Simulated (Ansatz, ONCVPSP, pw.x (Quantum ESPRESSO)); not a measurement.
P (sc): variants of one ONCV potential in the solid

```json
{
 "Element": "P (Z = 15)",
 "Generator": "ONCVPSP 4.0.1.1 (patched build)",
 "Type": "optimised norm-conserving Vanderbilt (ONCV)",
 "Functional": "PBE",
 "Relativity": "scalar-relativistic",
 "Frozen core": "[Ne]",
 "Valence charge": "5",
 "Reference configuration": "3s2 3p3",
 "Partial waves": "3s: rc 1.35 bohr, ncon 3, nbas 7, qcut 4.7 1/bohr, 2 projectors, debl 3.5 Ha; 3p: rc 2.00 bohr, ncon 5, nbas 8, qcut 4.6 1/bohr, 2 projectors, debl 1.9 Ha; d scattering state at 0.09 Ha: rc 1.55 bohr, ncon 4, nbas 7, qcut 7.3 1/bohr, 2 projectors, debl 2 Ha",
 "Local potential": "polynomial inside 0.95 bohr (lpopt 5, dvloc0 6 Ha)",
 "Core correction": "polynomial model core, fcfact 0.35"
}
```

Crystal test: sc P in pw.x 7.5, no spin, 13³ k-points, Fermi–Dirac smearing 0.01 Ry, cutoffs set for each file from its atomic test. The reference is all-electron LAPW (Ansatz 0.2.0) with the same functional, mesh and smearing; V0 and B0 come from Birch–Murnaghan fits to the pressures at five volumes. Errors are pseudo minus all-electron; Δ is the rms difference of the E(V) curves that follow from these fits, minima aligned, over ±6 % about the mean V0. Mesh and smearing are coarse, so the numbers serve the comparison and aren't converged zero-temperature values; the lattice is a test structure that the element need not adopt.

All-electron: a0 = 2.447 Å (V0 = 14.66 Å³/atom), B0 = 113.3 GPa.

```csv
change,cutoffs (Ry),pw.x,a0 (Å),a0 error (%),B0 error (%),Δ (meV/atom),mean pressure error (GPa)
base,50/200,converged,2.446,-0.03,-0.1,0.4,-0.11
p: debl 0.2,50/200,converged; energies reset by the program,2.447,-0.02,-0.2,0.3,-0.08
p: debl 0.4,50/200,converged,2.447,-0.02,-0.2,0.2,-0.08
p: debl 0.8,50/200,converged,2.447,-0.03,-0.1,0.3,-0.10
p: debl 2.2,50/200,converged,2.446,-0.03,-0.1,0.4,-0.12
p: debl 3.35,50/200,converged,2.446,-0.04,-0.0,0.4,-0.14
```
